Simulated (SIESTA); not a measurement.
The system is Na.

```
Na
1.0
     3.76700    0.00000    0.00000
    -1.88350    3.26232    0.00000
     0.00000    0.00000    6.15400
Na
2
Direct
  0.66667 0.33333 0.75000
  0.33333 0.66667 0.25000
```

This isn't the form of Na at room conditions, which is bcc.

```yaml
Program: SIESTA 5.4.2
Task: single point
Functional: PBE
Potentials_or_basis: PseudoDojo 0.4 standard (PBE files)
Basis: DZP (energy shift 0.002 Ry; radii capped at 9.5 bohr)
Grid_cutoff: 800 Ry
Energy_shift: 0.002 Ry
k_mesh: 8 × 8 × 5
Occupations: fermi-dirac, width 0.05 eV
Spin: no spin polarisation
```

On this cell: pressure 0.2 GPa; largest force under 0.003 eV/Å; band gap on the k mesh none (metal or under the smearing width).

The same run follows on a disturbed copy (atoms moved at random, drawn with an rms of 0.05 Å):

```
Na
1.0
     3.76700    0.00000    0.00000
    -1.88350    3.26232    0.00000
     0.00000    0.00000    6.15400
Na
2
Direct
  0.65549 0.32378 0.74990
  0.32296 0.65856 0.24806
```

**Question.** What does the disturbed cell give?

**Answer.** The energy (extrapolated to zero smearing) moves by +0.2 meV/atom; pressure 0.2 GPa; largest force 0.012 eV/Å; band gap on the k mesh none (metal or under the smearing width).

Forces in eV/Å, atoms in the order of the input:
```
Na  -0.001 -0.004 -0.008
Na   0.000 -0.003  0.012
```

Stress tensor (GPa, compression positive):
```
 0.29  0.00  0.00
 0.00  0.30  0.00
 0.00  0.00 -0.01
```

Caveats: semicore shells carry a single zeta, which can move pressures by several GPa and volumes by a few percent; the basis of atomic orbitals isn't converged, which shifts pressures, moduli and gaps.
